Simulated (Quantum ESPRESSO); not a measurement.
# Zn (P6_3/mmc) in Quantum ESPRESSO: notebook

One crystal, Zn, is run at these levels: r2SCAN; tasks: single point, equation of state.

Program: Quantum ESPRESSO 7.5. These are calculated values, not measurements. Logs are shortened: lines on timing, memory, paths and dates and some standing lists are left out, and cuts for length are marked.

### 1 Starting point

Symmetry: P6_3/mmc, No. 194, hexagonal system. Conventional cell: a = 2.670 Å, b = 2.670 Å, c = 4.966 Å, α = 90.00°, β = 90.00°, γ = 120.00°. Zn (site symmetry -6m2) has 12 Zn at 2.67 to 2.92 Å as nearest neighbours.

### 2 Single point, r2SCAN, 14.41 Å³/atom

Input file pw.in:

```
&CONTROL
  calculation = 'scf'
  prefix = 'pwscf'
  outdir = './tmp'
  pseudo_dir = './pseudo'
  tprnfor = .true.
  tstress = .true.
  disk_io = 'nowf'
/
&SYSTEM
  ibrav = 0
  nat = 2
  ntyp = 1
  ecutwfc = 70
  nbnd = 28
  input_dft = 'r2scan'
  occupations = 'smearing'
  smearing = 'fd'
  degauss = 0.00367493
  nosym = .true.
  nr1 = 36
  nr2 = 36
  nr3 = 60
/
&ELECTRONS
  conv_thr = 1d-08
  electron_maxstep = 120
  mixing_beta = 0.5
/
ATOMIC_SPECIES
Zn    65.3800 Zn_ONCV_PBE-1.2.upf
CELL_PARAMETERS angstrom
   2.6154949103    0.0000000000    0.0000000000
  -1.3077474551    2.2650850358    0.0000000000
   0.0000000000    0.0000000000    4.8646246159
ATOMIC_POSITIONS crystal
Zn     0.6666666667    0.3333333333    0.7500000000
Zn     0.3333333333    0.6666666667    0.2500000000
K_POINTS automatic
7 7 4 0 0 0
```

Potentials or basis: SG15 PBE 1.2.

Launch:

```sh
$ OMP_NUM_THREADS=1 mpirun -n 2 pw.x -nk 2 -in pw.in > pw.out
```

pw.out:

```text
This program is part of the open-source Quantum ESPRESSO suite
     for quantum simulation of materials; please cite
         "P. Giannozzi et al., J. Phys.:Condens. Matter 21 395502 (2009);
         "P. Giannozzi et al., J. Phys.:Condens. Matter 29 465901 (2017);
         "P. Giannozzi et al., J. Chem. Phys. 152 154105 (2020);
     in publications or presentations arising from this work. More details at

     IMPORTANT: XC functional enforced from input :
     Exchange-correlation= R2SCAN
                           (   0   0   0   0   0 497 498)
     Any further DFT definition will be discarded
     Please, verify this is what you really want

     K-points division:     npool     =       2
     Subspace diagonalization in iterative solution of the eigenvalue problem:
     a serial algorithm will be used

     G-vector sticks info
     --------------------
     sticks:   dense  smooth     PW     G-vecs:    dense   smooth      PW
     Sum         475     475    151                15439    15439    2829

     Using Slab Decomposition

     bravais-lattice index     =            0
     lattice parameter (alat)  =       4.9426  a.u.
     unit-cell volume          =     194.4842 (a.u.)^3
     number of atoms/cell      =            2
     number of atomic types    =            1
     number of electrons       =        40.00
     number of Kohn-Sham states=           28
     kinetic-energy cutoff     =      70.0000  Ry
     charge density cutoff     =     280.0000  Ry
     scf convergence threshold =      1.0E-08
     mixing beta               =       0.5000
     number of iterations used =            8  plain     mixing
     Exchange-correlation= R2SCAN
                           (   0   0   0   0   0 497 498)

     celldm(1)=   4.942569  celldm(2)=   0.000000  celldm(3)=   0.000000
     celldm(4)=   0.000000  celldm(5)=   0.000000  celldm(6)=   0.000000

     crystal axes: (cart. coord. in units of alat)
               a(1) = (   1.000000   0.000000   0.000000 )
               a(2) = (  -0.500000   0.866025   0.000000 )
               a(3) = (   0.000000   0.000000   1.859925 )

     reciprocal axes: (cart. coord. in units 2 pi/alat)
               b(1) = (  1.000000  0.577350 -0.000000 )
               b(2) = (  0.000000  1.154701  0.000000 )
               b(3) = (  0.000000 -0.000000  0.537656 )

     PseudoPot. # 1 for Zn read from file:
     Zn_ONCV_PBE-1.2.upf
     Pseudo is Norm-conserving, Zval = 20.0
     Generated using ONCVPSP code by D. R. Hamann
     Using radial grid of  602 points,  6 beta functions with:
                l(1) =   0
                l(2) =   0
                l(3) =   1
                l(4) =   1
                l(5) =   2
                l(6) =   2

     atomic species   valence    mass     pseudopotential
     Zn               20.00    65.38000     Zn( 1.00)

     No symmetry found

   Cartesian axes

     site n.     atom                  positions (alat units)
         1        Zn     tau(   1) = (   0.5000000   0.2886751   1.3949438  )
         2        Zn     tau(   2) = (  -0.0000000   0.5773503   0.4649813  )

     number of k points=    99  Fermi-Dirac smearing, width (Ry)=  0.0037
                       cart. coord. in units 2pi/alat
        k(    1) = (   0.0000000   0.0000000   0.0000000), wk =   0.0102041
        k(    2) = (   0.0000000   0.0000000   0.1344140), wk =   0.0204082
        k(    3) = (   0.0000000   0.0000000  -0.2688280), wk =   0.0102041
        k(    4) = (   0.0000000   0.1649572   0.0000000), wk =   0.0204082
        k(    5) = (   0.0000000   0.1649572   0.1344140), wk =   0.0204082
        k(    6) = (   0.0000000   0.1649572  -0.2688280), wk =   0.0204082
[... 91 lines left out ...]
        k(   98) = (   0.4285714   0.0824786  -0.2688280), wk =   0.0204082
        k(   99) = (   0.4285714   0.0824786  -0.1344140), wk =   0.0204082

     Dense  grid:    15439 G-vectors     FFT dimensions: (  36,  36,  60)

     WARNING: libxc functional with ID  497 depends
      on external parameters: check the user_guide of
      QE if you need to modify them or to check their
      default values.

     WARNING: libxc functional with ID  498 depends
      on external parameters: check the user_guide of
      QE if you need to modify them or to check their
      default values.

     Initial potential from superposition of free atoms

     starting charge      39.9546, renormalised to      40.0000
     Starting wfcs are random

     Self-consistent Calculation

     iteration #  1     ecut=    70.00 Ry     beta= 0.50
     Davidson diagonalization with overlap
     ethr =  1.00E-02,  avg # of iterations =  9.8

     total energy              =    -800.77561143 Ry
     estimated scf accuracy    <     386.16186926 Ry

     iteration #  2     ecut=    70.00 Ry     beta= 0.50
     Davidson diagonalization with overlap
     ethr =  1.00E-02,  avg # of iterations =  1.0

     total energy              =    -800.80237363 Ry
     estimated scf accuracy    <      87.37107853 Ry

     iteration #  3     ecut=    70.00 Ry     beta= 0.50
     Davidson diagonalization with overlap
     ethr =  1.00E-02,  avg # of iterations =  1.0

     total energy              =    -800.81688589 Ry
     estimated scf accuracy    <       0.94050736 Ry

     iteration #  4     ecut=    70.00 Ry     beta= 0.50
     Davidson diagonalization with overlap
     ethr =  2.35E-03,  avg # of iterations =  1.1

     total energy              =    -800.81898927 Ry
     estimated scf accuracy    <       0.00142655 Ry

     iteration #  5     ecut=    70.00 Ry     beta= 0.50
     Davidson diagonalization with overlap
     ethr =  3.57E-06,  avg # of iterations =  4.6

     total energy              =    -800.81912217 Ry
     estimated scf accuracy    <       0.00647412 Ry

     iteration #  6     ecut=    70.00 Ry     beta= 0.50
     Davidson diagonalization with overlap
     ethr =  3.57E-06,  avg # of iterations =  1.0

     total energy              =    -800.81913111 Ry
     estimated scf accuracy    <       0.00007483 Ry

     iteration #  7     ecut=    70.00 Ry     beta= 0.50
     Davidson diagonalization with overlap
     ethr =  1.87E-07,  avg # of iterations =  1.0
[... 11 lines left out ...]
     iteration #  9     ecut=    70.00 Ry     beta= 0.50
     Davidson diagonalization with overlap
     ethr =  2.37E-09,  avg # of iterations =  1.0

     total energy              =    -800.81913225 Ry
     estimated scf accuracy    <       0.00000335 Ry

     iteration # 10     ecut=    70.00 Ry     beta= 0.50
     Davidson diagonalization with overlap
     ethr =  2.37E-09,  avg # of iterations =  1.0

     total energy              =    -800.81913226 Ry
     estimated scf accuracy    <       0.00000006 Ry

     iteration # 11     ecut=    70.00 Ry     beta= 0.50
     Davidson diagonalization with overlap
     ethr =  1.60E-10,  avg # of iterations =  1.0

     total energy              =    -800.81913226 Ry
     estimated scf accuracy    <       0.00000001 Ry

     iteration # 12     ecut=    70.00 Ry     beta= 0.50
     Davidson diagonalization with overlap
     ethr =  3.45E-11,  avg # of iterations =  1.0

     total energy              =    -800.81913226 Ry
     estimated scf accuracy    <       0.00000002 Ry

     iteration # 13     ecut=    70.00 Ry     beta= 0.50
     Davidson diagonalization with overlap
     ethr =  3.45E-11,  avg # of iterations =  1.0

     End of self-consistent calculation

          k = 0.0000 0.0000 0.0000 (  1933 PWs)   bands (ev):

  -114.1810-114.1797 -67.1686 -67.1523 -67.1471 -67.1471 -67.1453 -67.1453
     5.1416   7.1442   7.9561   8.2166   8.2166   8.2734   8.2734   8.6472
     8.6472   8.8774   8.8774  12.3920  13.3467  31.2726  34.8669  35.7351
    35.7351  36.9005  37.2823  37.2823

          k = 0.0000 0.0000 0.1344 (  1950 PWs)   bands (ev):

  -114.1808-114.1799 -67.1663 -67.1547 -67.1469 -67.1469 -67.1456 -67.1456
     5.5436   7.0782   7.9724   8.2137   8.2137   8.2559   8.2559   8.6922
     8.6922   8.8529   8.8529   9.8518  16.8047  26.7724  36.1553  36.1553
    36.8211  37.4755  37.4755  37.9015

          k = 0.0000 0.0000-0.2688 (  1956 PWs)   bands (ev):

  -114.1804-114.1804 -67.1605 -67.1605 -67.1463 -67.1463 -67.1462 -67.1462
     6.5284   6.5284   8.2252   8.2252   8.2252   8.2252   8.2571   8.2571
     8.7823   8.7823   8.7823   8.7823  21.4653  21.4653  37.2032  37.2032
    37.2032  37.2032  37.2976  37.2976

          k = 0.0000 0.1650 0.0000 (  1933 PWs)   bands (ev):

  -114.1802-114.1791 -67.1671 -67.1542 -67.1525 -67.1523 -67.1491 -67.1471
     5.7911   7.4036   8.0015   8.1635   8.2368   8.3704   8.4193   8.4467
     8.5899   8.6133   8.8818  13.3976  13.7007  29.1106  32.0017  32.3839
    34.2153  34.5629  35.9821  36.6855

          k = 0.0000 0.1650 0.1344 (  1928 PWs)   bands (ev):

  -114.1801-114.1792 -67.1651 -67.1551 -67.1538 -67.1522 -67.1488 -67.1474
     6.1745   7.3904   8.0078   8.1341   8.1862   8.3611   8.3998   8.4316
     8.6500   8.6667   8.8496  10.6014  17.4270  27.3527  29.5840  32.7795
    32.8477  34.8322  36.3687  37.2714

          k = 0.0000 0.1650-0.2688 (  1948 PWs)   bands (ev):

  -114.1796-114.1796 -67.1601 -67.1601 -67.1530 -67.1530 -67.1481 -67.1481
     7.0476   7.0476   8.0651   8.0651   8.2018   8.2018   8.3686   8.3686
     8.7612   8.7612   9.0425   9.0425  22.0774  22.0774  30.7982  30.7982
    34.2092  34.2092  35.7514  35.7514

          k = 0.0000 0.1650-0.1344 (  1928 PWs)   bands (ev):

  -114.1801-114.1792 -67.1651 -67.1551 -67.1538 -67.1522 -67.1488 -67.1474
     6.1745   7.3904   8.0078   8.1341   8.1862   8.3611   8.3998   8.4316
     8.6500   8.6667   8.8496  10.6014  17.4270  27.3527  29.5840  32.7795
    32.8477  34.8322  36.3687  37.2714
[... 612 lines left out ...]
  -114.1773-114.1768 -67.1771 -67.1762 -67.1597 -67.1584 -67.1569 -67.1537
     7.6216   7.6919   7.8901   7.9592   8.2765   8.4626   8.5729   8.6939
     8.7255   8.9871  10.8927  14.1930  20.1480  21.0533  23.7205  24.4812
    27.8244  29.3166  32.1875  34.6152

          k = 0.4286 0.0825 0.0000 (  1929 PWs)   bands (ev):

  -114.1773-114.1767 -67.1770 -67.1757 -67.1607 -67.1589 -67.1566 -67.1531
     7.6415   7.7167   7.8020   8.2269   8.2594   8.3341   8.4201   8.6077
     8.8067   8.9686  10.5616  16.5924  17.8846  19.8566  24.0015  25.9898
    26.9126  30.2158  31.2284  36.6258

          k = 0.4286 0.0825 0.1344 (  1923 PWs)   bands (ev):

  -114.1773-114.1768 -67.1771 -67.1762 -67.1597 -67.1584 -67.1569 -67.1537
     7.6216   7.6919   7.8901   7.9592   8.2765   8.4626   8.5729   8.6939
     8.7255   8.9871  10.8927  14.1930  20.1480  21.0533  23.7205  24.4812
    27.8244  29.3166  32.1875  34.6152

          k = 0.4286 0.0825-0.2688 (  1916 PWs)   bands (ev):

  -114.1770-114.1770 -67.1769 -67.1769 -67.1584 -67.1584 -67.1557 -67.1557
     7.6595   7.6595   7.8686   7.8686   8.4378   8.4378   8.5716   8.5716
     8.9458   8.9458  12.0776  12.0776  21.3772  21.3772  25.3282  25.3282
    26.2412  26.2412  34.9661  34.9661

          k = 0.4286 0.0825-0.1344 (  1923 PWs)   bands (ev):

  -114.1773-114.1768 -67.1771 -67.1762 -67.1597 -67.1584 -67.1569 -67.1537
     7.6216   7.6919   7.8901   7.9592   8.2765   8.4626   8.5729   8.6939
     8.7255   8.9871  10.8927  14.1930  20.1480  21.0533  23.7205  24.4812
    27.8244  29.3166  32.1875  34.6152

     the Fermi energy is    16.7011 ev

!    total energy              =    -800.81913226 Ry
     estimated scf accuracy    <          1.2E-10 Ry
     smearing contrib. (-TS)   =      -0.00017529 Ry
     internal energy E=F+TS    =    -800.81895697 Ry

     The total energy is F=E-TS. E is the sum of the following terms:
     one-electron contribution =    -476.90693247 Ry
     hartree contribution      =     250.34120073 Ry
     xc contribution           =     -73.15549335 Ry
     ewald contribution        =    -501.09773188 Ry

     convergence has been achieved in  13 iterations

     Forces acting on atoms (cartesian axes, Ry/au):

     atom    1 type  1   force =     0.00000000   -0.00000003    0.00000034
     atom    2 type  1   force =    -0.00000000    0.00000003   -0.00000034

     Total force =     0.000000     Total SCF correction =     0.000005
     SCF correction compared to forces is large: reduce conv_thr to get better values

     Computing stress (Cartesian axis) and pressure

          total   stress  (Ry/bohr**3)                   (kbar)     P=        6.73
   0.00002723   0.00000000   0.00000000            4.01        0.00        0.00
   0.00000000   0.00002723  -0.00000000            0.00        4.01       -0.00
   0.00000000  -0.00000000   0.00008282            0.00       -0.00       12.18

=------------------------------------------------------------------------------=
   JOB DONE.
=------------------------------------------------------------------------------=
```

Run time: 3.6 min. Hardware: 2 MPI ranks of Arm Neoverse V2, shared host; peak memory 0.22 GiB.

What came out:

| Item | Value |
| --- | --- |
| Free energy | -10895.6994 eV |
| Pressure | 0.7 GPa |
| Band gap on the k mesh | none (metal or under the smearing width) |

Caveat: the k mesh is coarse (spacing up to 0.40 Å⁻¹), so the values aren't converged; the potentials were made for another functional, which shifts forces and pressure.

### 3 Single point, r2SCAN, 14.72 Å³/atom

pw.in, as its differences from that of step 2:

```diff
@@ -32,5 +32,5 @@
 CELL_PARAMETERS angstrom
-   2.6154949103    0.0000000000    0.0000000000
-  -1.3077474551    2.2650850358    0.0000000000
-   0.0000000000    0.0000000000    4.8646246159
+   2.6339144954    0.0000000000    0.0000000000
+  -1.3169572477    2.2810368644    0.0000000000
+   0.0000000000    0.0000000000    4.8988836645
 ATOMIC_POSITIONS crystal
```

Potentials or basis: SG15 PBE 1.2.

Launch:

```sh
$ OMP_NUM_THREADS=1 mpirun -n 2 pw.x -nk 2 -in pw.in > pw.out
```

It took 3.1 min on 2 MPI ranks of Arm Neoverse V2, shared host; peak memory 0.22 GiB.

It converged, with:

```
Free energy            : -10895.6989 eV
Pressure               : -1.2 GPa
Band gap on the k mesh : none (metal or under the smearing width)
```

Caveat: the k mesh is coarse (spacing up to 0.39 Å⁻¹), so the values aren't converged; the potentials were made for another functional, which shifts forces and pressure.

### 4 Single point, r2SCAN, 15.02 Å³/atom

pw.in, as its differences from that of step 3:

```diff
@@ -32,5 +32,5 @@
 CELL_PARAMETERS angstrom
-   2.6339144954    0.0000000000    0.0000000000
-  -1.3169572477    2.2810368644    0.0000000000
-   0.0000000000    0.0000000000    4.8988836645
+   2.6520799970    0.0000000000    0.0000000000
+  -1.3260399985    2.2967686502    0.0000000000
+   0.0000000000    0.0000000000    4.9326701367
 ATOMIC_POSITIONS crystal
```

Launch:

```sh
$ OMP_NUM_THREADS=1 mpirun -n 2 pw.x -nk 2 -in pw.in > pw.out
```

Run time: 3.2 min. Hardware: 2 MPI ranks of Arm Neoverse V2, shared host; peak memory 0.24 GiB.

The run converged. Its results:

```
Free energy            : -10895.6917 eV
Pressure               : -2.8 GPa
Band gap on the k mesh : none (metal or under the smearing width)
```

Caveat: the k mesh is coarse (spacing up to 0.39 Å⁻¹), so the values aren't converged; the potentials were made for another functional, which shifts forces and pressure.

### 5 Single point, r2SCAN, 15.33 Å³/atom

pw.in, as its differences from that of step 4:

```diff
@@ -32,5 +32,5 @@
 CELL_PARAMETERS angstrom
-   2.6520799970    0.0000000000    0.0000000000
-  -1.3260399985    2.2967686502    0.0000000000
-   0.0000000000    0.0000000000    4.9326701367
+   2.6700000000    0.0000000000    0.0000000000
+  -1.3350000000    2.3122878281    0.0000000000
+   0.0000000000    0.0000000000    4.9660000000
 ATOMIC_POSITIONS crystal
```

Launch:

```sh
$ OMP_NUM_THREADS=1 mpirun -n 2 pw.x -nk 2 -in pw.in > pw.out
```

Run time: 3.6 min. Hardware: 2 MPI ranks of Arm Neoverse V2, shared host; peak memory 0.24 GiB.

It converged, with:

| Item | Value |
| --- | --- |
| Free energy | -10895.6786 eV |
| Pressure | -4.3 GPa |
| Band gap on the k mesh | none (metal or under the smearing width) |

Caveat: the k mesh is coarse (spacing up to 0.39 Å⁻¹), so the values aren't converged; the potentials were made for another functional, which shifts forces and pressure.

### 6 Single point, r2SCAN, 15.64 Å³/atom

pw.in, as its differences from that of step 5:

```diff
@@ -32,5 +32,5 @@
 CELL_PARAMETERS angstrom
-   2.6700000000    0.0000000000    0.0000000000
-  -1.3350000000    2.3122878281    0.0000000000
-   0.0000000000    0.0000000000    4.9660000000
+   2.6876826345    0.0000000000    0.0000000000
+  -1.3438413173    2.3276014388    0.0000000000
+   0.0000000000    0.0000000000    4.9988883757
 ATOMIC_POSITIONS crystal
```

Potentials or basis: SG15 PBE 1.2.

Launch:

```sh
$ OMP_NUM_THREADS=1 mpirun -n 2 pw.x -nk 2 -in pw.in > pw.out
```

It took 3.2 min on 2 MPI ranks of Arm Neoverse V2, shared host; peak memory 0.24 GiB.

Results (log left out):

```
Free energy            : -10895.6603 eV
Pressure               : -5.5 GPa
Band gap on the k mesh : none (metal or under the smearing width)
```

Caveat: the k mesh is coarse (spacing up to 0.39 Å⁻¹), so the values aren't converged; the potentials were made for another functional, which shifts forces and pressure.

### 7 Single point, r2SCAN, 15.94 Å³/atom

pw.in, as its differences from that of step 6:

```diff
@@ -32,5 +32,5 @@
 CELL_PARAMETERS angstrom
-   2.6876826345    0.0000000000    0.0000000000
-  -1.3438413173    2.3276014388    0.0000000000
-   0.0000000000    0.0000000000    4.9988883757
+   2.7051356082    0.0000000000    0.0000000000
+  -1.3525678041    2.3427161574    0.0000000000
+   0.0000000000    0.0000000000    5.0313495994
 ATOMIC_POSITIONS crystal
```

Launch:

```sh
$ OMP_NUM_THREADS=1 mpirun -n 2 pw.x -nk 2 -in pw.in > pw.out
```

Run time: 3.3 min. Hardware: 2 MPI ranks of Arm Neoverse V2, shared host; peak memory 0.24 GiB.

It converged, with:

```
Free energy            : -10895.6375 eV
Pressure               : -6.6 GPa
Band gap on the k mesh : none (metal or under the smearing width)
```

Caveat: the k mesh is coarse (spacing up to 0.38 Å⁻¹), so the values aren't converged; the potentials were made for another functional, which shifts forces and pressure.

### 8 Single point, r2SCAN, 16.25 Å³/atom

pw.in, as its differences from that of step 7:

```diff
@@ -32,5 +32,5 @@
 CELL_PARAMETERS angstrom
-   2.7051356082    0.0000000000    0.0000000000
-  -1.3525678041    2.3427161574    0.0000000000
-   0.0000000000    0.0000000000    5.0313495994
+   2.7223662359    0.0000000000    0.0000000000
+  -1.3611831179    2.3576383187    0.0000000000
+   0.0000000000    0.0000000000    5.0633972761
 ATOMIC_POSITIONS crystal
```

Launch:

```sh
$ OMP_NUM_THREADS=1 mpirun -n 2 pw.x -nk 2 -in pw.in > pw.out
```

Wall time 3.3 min (2 MPI ranks of Arm Neoverse V2, shared host); peak memory 0.24 GiB.

It converged, with:

| Quantity | Value |
| --- | --- |
| Free energy | -10895.6107 eV |
| Pressure | -7.6 GPa |
| Band gap on the k mesh | none (metal or under the smearing width) |

Caveat: the k mesh is coarse (spacing up to 0.38 Å⁻¹), so the values aren't converged; the potentials were made for another functional, which shifts forces and pressure.

### 9 Equation of state, r2SCAN

Potentials or basis: SG15 PBE 1.2.

No new run: the results of the series are fitted here.

What came out:

```
Equilibrium volume                        : 14.54 Å³/atom
Bulk modulus at fixed shape and positions : 90 GPa
Pressure derivative of the bulk modulus   : 5.2
```

Energy against volume, from the lowest point:
```tsv
volume (Å³/atom)	energy (meV/atom)
14.410	0.00
14.716	0.23
15.023	3.83
15.330	10.38
15.636	19.53
15.943	30.93
16.249	44.34
```

Caveat: the k mesh is coarse (spacing up to 0.39 Å⁻¹), so the values aren't converged; the potentials were made for another functional, which shifts forces and pressure; the cell was scaled at fixed shape and fractional positions, which overstates the stiffness of a crystal with free parameters, most of all of layers and chains.
